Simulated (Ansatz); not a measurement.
## A Sn vacancy in rutile SnO2, 71 atoms, charge −4

All numbers come from Ansatz (PAW, plane waves, no spin–orbit coupling) at the single k point (¼, ¼, ¼) without its symmetry partners. The atoms were relaxed with PBEsol in a fixed cell; other functionals are single points on those atoms unless said otherwise. The valence top and gap of the host come from its small cell on a dense mesh, with the band extrema sought between the mesh points, lined up by the mean potential, PBEsol gap 0.92 eV, HSE06 gap 2.75 eV. The charge correction uses an assumed dielectric constant of 12.

Relaxed structure:

```
CELL_PARAMETERS angstrom
9.53809 0.00000 0.00000
0.00000 9.53809 0.00000
0.00000 0.00000 9.63630
ATOMIC_POSITIONS crystal
Sn 0.99982 0.99979 0.00099
Sn 0.99980 0.99979 0.33349
Sn 0.99978 0.99976 0.66600
Sn 0.99980 0.49977 0.99981
Sn 0.99978 0.49978 0.33349
Sn 0.99978 0.49976 0.66717
Sn 0.49979 0.99978 0.99981
Sn 0.49980 0.99975 0.33349
Sn 0.49979 0.99976 0.66717
Sn 0.49988 0.49985 0.00886
Sn 0.49972 0.49969 0.65813
Sn 0.25457 0.25455 0.17092
Sn 0.25452 0.25450 0.49627
Sn 0.24902 0.24900 0.83359
Sn 0.25325 0.74638 0.16611
Sn 0.25317 0.74631 0.50087
Sn 0.25209 0.74749 0.83349
Sn 0.74641 0.25322 0.16611
Sn 0.74633 0.25315 0.50087
Sn 0.74751 0.25206 0.83349
Sn 0.74509 0.74507 0.17070
Sn 0.74503 0.74501 0.49606
Sn 0.75056 0.75054 0.83339
O 0.15333 0.15329 0.00220
O 0.14937 0.14935 0.33355
O 0.15329 0.15325 0.66498
O 0.14418 0.65884 0.99682
O 0.14656 0.65776 0.33348
O 0.14392 0.65904 0.67022
O 0.65889 0.14413 0.99682
O 0.65780 0.14652 0.33348
O 0.65908 0.14389 0.67022
O 0.65504 0.65500 0.99804
O 0.65647 0.65640 0.33330
O 0.65494 0.65490 0.66871
O 0.34465 0.34464 0.99826
O 0.34315 0.34317 0.33367
O 0.34455 0.34454 0.66895
O 0.34052 0.85564 0.99678
O 0.34179 0.85300 0.33351
O 0.34071 0.85540 0.67015
O 0.85565 0.34051 0.99678
O 0.85302 0.34178 0.33350
O 0.85539 0.34071 0.67015
O 0.84631 0.84630 0.00199
O 0.85020 0.85024 0.33344
O 0.84626 0.84625 0.66480
O 0.09609 0.40416 0.16566
O 0.09598 0.40409 0.50137
O 0.09962 0.40562 0.83349
O 0.09783 0.90168 0.16555
O 0.09785 0.90171 0.50143
O 0.09611 0.90346 0.83349
O 0.60306 0.39693 0.15353
O 0.60257 0.39644 0.51346
O 0.59575 0.40382 0.83350
O 0.59546 0.90356 0.16561
O 0.59539 0.90344 0.50133
O 0.59392 0.89993 0.83349
O 0.40420 0.09608 0.16566
O 0.40413 0.09598 0.50136
O 0.40566 0.09961 0.83349
O 0.39699 0.60308 0.15352
O 0.39647 0.60257 0.51349
O 0.40386 0.59575 0.83350
O 0.90173 0.09783 0.16554
O 0.90175 0.09784 0.50144
O 0.90351 0.09610 0.83349
O 0.90361 0.59547 0.16561
O 0.90349 0.59539 0.50133
O 0.89996 0.59391 0.83349
```

Chemical potentials μ are those of reference phases of the elements at zero temperature by the same functional (the usual solids, diamond for C, grey Sn, and the molecules H2, N2, O2, F2, Cl2, Br2 and S8).

```
functional  E(defect) − E(host) − Σ nμ + q·E_VBM (eV)  monopole (eV)  alignment (eV)  formation energy at E_F = VBM (eV)  moment (μB)            wall time, shared host
    PBEsol                                      11.30           2.85            1.82                               15.97  0 (no spin)  4 s on NVIDIA GB200 (relaxation)
     HSE06                                      16.30           2.85            1.96                               21.11  0 (no spin)              17 s on NVIDIA GB200
```

HSE06 one-electron levels near the gap (the ten most localised at most), from the host's valence top, not corrected for the charge's images:

```
level (eV)  spin  filling  atoms sharing it  element of the atom with most weight
     -0.03  both     2.00               7.3                                     O
      0.04  both     2.00               8.5                                     O
      0.16  both     2.00               8.0                                     O
      0.21  both     2.00               7.1                                     O
      0.34  both     2.00              10.0                                     O
      0.37  both     2.00               5.9                                     O
      0.40  both     2.00               9.9                                     O
      0.42  both     2.00              11.0                                     O
      0.54  both     2.00               8.6                                     O
      0.56  both     2.00               7.9                                     O
```

All elements are taken at their own reference at once; growth conditions in equilibrium with the host shift these energies, by up to the host's formation enthalpy.

One k point and a cell of this size can leave errors of several tenths of an eV in such numbers.
